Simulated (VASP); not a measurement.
# Ti (Im-3m) in VASP: further runs, part 2 of 2

VASP 6.6.1. Earlier steps stand in the parts before.

### 4 Atomic charges, LDA (volume scaled by 0.88)

Contents of INCAR:

```
ALGO = Fast
EDIFF = 1E-6
ENCUT = 520
GGA = CA
ISIF = 2
ISMEAR = -1
LASPH = T
LCHARG = F
LORBIT = 11
LREAL = F
LWAVE = F
NELM = 60
PREC = Accurate
SIGMA = 0.02
```

Contents of Ti.cif:

```cif
data_Ti
_cell_length_a 3.14508799
_cell_length_b 3.14508799
_cell_length_c 3.14508799
_cell_angle_alpha 90.00000000
_cell_angle_beta 90.00000000
_cell_angle_gamma 90.00000000
_space_group_name_H-M_alt 'Im-3m'
_space_group_name_Hall '-I 4 2 3'
_space_group_IT_number 229
loop_
_space_group_symop_operation_xyz
'x,y,z'
'-x,-y,-z'
'-y,x,z'
'y,-x,-z'
'-x,-y,z'
'x,y,-z'
'y,-x,z'
'-y,x,-z'
'x,-y,-z'
'-x,y,z'
'-y,-x,-z'
'y,x,z'
'-x,y,-z'
'x,-y,z'
'y,x,-z'
'-y,-x,z'
'z,x,y'
'-z,-x,-y'
'z,-y,x'
'-z,y,-x'
'z,-x,-y'
'-z,x,y'
'z,y,-x'
'-z,-y,x'
'-z,x,-y'
'z,-x,y'
'-z,-y,-x'
'z,y,x'
'-z,-x,y'
'z,x,-y'
'-z,y,x'
'z,-y,-x'
'y,z,x'
'-y,-z,-x'
'x,z,-y'
'-x,-z,y'
'-y,z,-x'
'y,-z,x'
'-x,z,y'
'x,-z,-y'
'-y,-z,x'
'y,z,-x'
'-x,-z,-y'
'x,z,y'
'y,-z,-x'
'-y,z,x'
'x,-z,y'
'-x,z,-y'
'x+1/2,y+1/2,z+1/2'
'-x+1/2,-y+1/2,-z+1/2'
'-y+1/2,x+1/2,z+1/2'
'y+1/2,-x+1/2,-z+1/2'
'-x+1/2,-y+1/2,z+1/2'
'x+1/2,y+1/2,-z+1/2'
'y+1/2,-x+1/2,z+1/2'
'-y+1/2,x+1/2,-z+1/2'
'x+1/2,-y+1/2,-z+1/2'
'-x+1/2,y+1/2,z+1/2'
'-y+1/2,-x+1/2,-z+1/2'
'y+1/2,x+1/2,z+1/2'
'-x+1/2,y+1/2,-z+1/2'
'x+1/2,-y+1/2,z+1/2'
'y+1/2,x+1/2,-z+1/2'
'-y+1/2,-x+1/2,z+1/2'
'z+1/2,x+1/2,y+1/2'
'-z+1/2,-x+1/2,-y+1/2'
'z+1/2,-y+1/2,x+1/2'
'-z+1/2,y+1/2,-x+1/2'
'z+1/2,-x+1/2,-y+1/2'
'-z+1/2,x+1/2,y+1/2'
'z+1/2,y+1/2,-x+1/2'
'-z+1/2,-y+1/2,x+1/2'
'-z+1/2,x+1/2,-y+1/2'
'z+1/2,-x+1/2,y+1/2'
'-z+1/2,-y+1/2,-x+1/2'
'z+1/2,y+1/2,x+1/2'
'-z+1/2,-x+1/2,y+1/2'
'z+1/2,x+1/2,-y+1/2'
'-z+1/2,y+1/2,x+1/2'
'z+1/2,-y+1/2,-x+1/2'
'y+1/2,z+1/2,x+1/2'
'-y+1/2,-z+1/2,-x+1/2'
'x+1/2,z+1/2,-y+1/2'
'-x+1/2,-z+1/2,y+1/2'
'-y+1/2,z+1/2,-x+1/2'
'y+1/2,-z+1/2,x+1/2'
'-x+1/2,z+1/2,y+1/2'
'x+1/2,-z+1/2,-y+1/2'
'-y+1/2,-z+1/2,x+1/2'
'y+1/2,z+1/2,-x+1/2'
'-x+1/2,-z+1/2,-y+1/2'
'x+1/2,z+1/2,y+1/2'
'y+1/2,-z+1/2,-x+1/2'
'-y+1/2,z+1/2,x+1/2'
'x+1/2,-z+1/2,y+1/2'
'-x+1/2,z+1/2,-y+1/2'
loop_
_atom_site_label
_atom_site_type_symbol
_atom_site_symmetry_multiplicity
_atom_site_Wyckoff_symbol
_atom_site_fract_x
_atom_site_fract_y
_atom_site_fract_z
_atom_site_occupancy
Ti1 Ti 2 a 0.0000000000 0.0000000000 0.0000000000 1
```

Contents of KPOINTS:

```
k-points
0
Gamma
  8 8 8
```

Contents of POSCAR:

```
Ti
 1.0000000000000000
     3.1450879899999999    0.0000000000000000    0.0000000000000000
     0.0000000000000000    3.1450879899999999    0.0000000000000000
     0.0000000000000000    0.0000000000000000    3.1450879899999999
 Ti 
   2
Cartesian
  0.0000000000000000  0.0000000000000000  0.0000000000000000
  1.5725439950000000  1.5725439950000000  1.5725439950000000
```

Potentials or basis: VASP PAW LDA potentials, release 64 (Ti_sv).

The run is started by

```console
> ase convert -i cif -o vasp Ti.cif POSCAR
> cat potpaw_LDA.64/Ti_sv/POTCAR > POTCAR
> mpirun -np 1 vasp_std > vasp.out
```

OUTCAR:

```text
EDIFF = 1E-6
   ENCUT = 520
   GGA = CA
   ISIF = 2
   ISMEAR = -1
   LASPH = T
   LORBIT = 11
   LREAL = F
   NELM = 60
   PREC = Accurate

 ion  position               nearest neighbor table
   1  0.000  0.000  0.000-   2 2.72   2 2.72   2 2.72   2 2.72   2 2.72   2 2.72   2 2.72   2 2.72

   2  0.500  0.500  0.500-   1 2.72   1 2.72   1 2.72   1 2.72   1 2.72   1 2.72   1 2.72   1 2.72

  LATTYP: Found a simple cubic cell.
 ALAT       =     3.1450879900

  Lattice vectors:

 A1 = (   3.1450879900,   0.0000000000,   0.0000000000)
[... 667 lines left out ...]
  -------------------------------------------------------------------------------------
  Total        0.3465150      0.3465150      0.3465150     -0.0000000      0.0000000     -0.0000000
  in kB       17.8457239     17.8457239     17.8457239     -0.0000000      0.0000000     -0.0000000
  external PRESSURE =      17.8457239 kB  Pullay stress =       0.0000000 kB

 VOLUME and BASIS-vectors are now :
 -----------------------------------------------------------------------------
  energy-cutoff  :      520.00
  volume of cell :       31.11
      direct lattice vectors                 reciprocal lattice vectors
     3.145087990  0.000000000  0.000000000     0.317956128  0.000000000  0.000000000
     0.000000000  3.145087990  0.000000000     0.000000000  0.317956128  0.000000000
     0.000000000  0.000000000  3.145087990     0.000000000  0.000000000  0.317956128

 POSITION                                       TOTAL-FORCE (eV/Angst)
 -----------------------------------------------------------------------------------
      0.00000      0.00000      0.00000         0.000000      0.000000      0.000000
      1.57254      1.57254      1.57254        -0.000000     -0.000000     -0.000000
 -----------------------------------------------------------------------------------
    total drift:                                0.000000      0.000000     -0.000000

  FREE ENERGIE OF THE ION-ELECTRON SYSTEM (eV)
  ---------------------------------------------------
  free  energy   TOTEN  =       -16.9252159298 eV

  energy  without entropy=      -16.9207959492  energy(sigma->0) =      -16.92300594

 total charge

# of ion       s       p       d       tot
------------------------------------------
    1        2.268   6.121   2.047  10.437
    2        2.268   6.121   2.047  10.437
--------------------------------------------------
tot          4.536  12.243   4.094  20.874
```

OSZICAR:

```text
N       E                     dE             d eps       ncg     rms          rms(c)
DAV:   1     0.238256400239E+03    0.23826E+03   -0.13156E+04  1120   0.186E+03
DAV:   2     0.402884963707E+01   -0.23423E+03   -0.23260E+03  1160   0.487E+02
[... 27 lines left out ...]
RMM:  30    -0.169252069722E+02   -0.39123E-05   -0.40046E-05  1106   0.336E-02    0.251E-02
RMM:  31    -0.169252098198E+02   -0.28476E-05   -0.29375E-05   939   0.235E-02    0.239E-02
RMM:  32    -0.169252118929E+02   -0.20730E-05   -0.24603E-05   838   0.179E-02    0.220E-02
RMM:  33    -0.169252126284E+02   -0.73556E-06   -0.19906E-05   969   0.233E-02    0.886E-03
RMM:  34    -0.169252140290E+02   -0.14006E-05   -0.20083E-05  1020   0.222E-02    0.515E-03
RMM:  35    -0.169252151638E+02   -0.11348E-05   -0.12976E-05   798   0.132E-02    0.643E-03
RMM:  36    -0.169252159298E+02   -0.76592E-06   -0.95765E-06   577   0.103E-02
   1 F= -.16925216E+02 E0= -.16923006E+02  d E =-.441998E-02
```

Wall time 28 s (1 thread of Intel Xeon Platinum 8259CL at 2.50GHz (Skylake/Cascade Lake), shared host); peak memory 0.13 GiB.

Results:

- Free energy: -16.9252 eV
- Pressure: 1.8 GPa
- Band gap on the k mesh: none (metal or under the smearing width)
- Valence electrons inside the program's atomic spheres: Ti 10.44

Levels at points of the mesh, in eV from the Fermi level:
```
           k point  band 10  band 11  band 12  band 13  band 14  band 15
(0.00, 0.00, 0.00)    -2.53    -2.53     1.01     1.01     1.01     3.04
(0.50, 0.00, 0.00)    -2.59    -0.12    -0.12     1.39     1.39     1.39
(0.50, 0.50, 0.00)    -2.76    -0.59    -0.59     1.60     1.60     3.05
(0.50, 0.50, 0.50)    -0.66    -0.66    -0.66    -0.66    -0.66     3.53
```

### 5 For comparison

An earlier run on the cell as given: functional PBE; potentials or basis VASP PAW PBE potentials, release 64 (Ti_sv); cutoff 520 eV; k mesh 11 × 11 × 11; occupations fermi-dirac, width 0.05 eV; no spin polarisation.

* Pressure: -2.7 GPa
* Band gap on the k mesh: none (metal or under the smearing width)

### 6 Overview

| task | level | potentials or basis | cell | k mesh | cutoff (eV) | smearing | other keys | gap on the mesh (eV) | pressure (GPa) |
| --- | --- | --- | --- | --- | --- | --- | --- | --- | --- |
| single point | LDA | VASP PAW LDA potentials, release 64 (Ti_sv_GW) | as given | 11 × 11 × 11 | 550 | gaussian 0.05 eV | - | none | -12.4 |
| atomic charges | LDA | VASP PAW LDA potentials, release 64 (Ti_sv) | volume scaled by 0.88 | 8 × 8 × 8 | 520 | fermi-dirac 0.02 eV | several, not listed | none | 1.8 |
| single point | PBE | VASP PAW PBE potentials, release 64 (Ti_sv) | as given | 11 × 11 × 11 | 520 | fermi-dirac 0.05 eV | - | none | -2.7 |

Alike in all rows: no spin polarisation.

Total energies depend on the potentials used, so only differences within one code and one set of settings carry meaning.
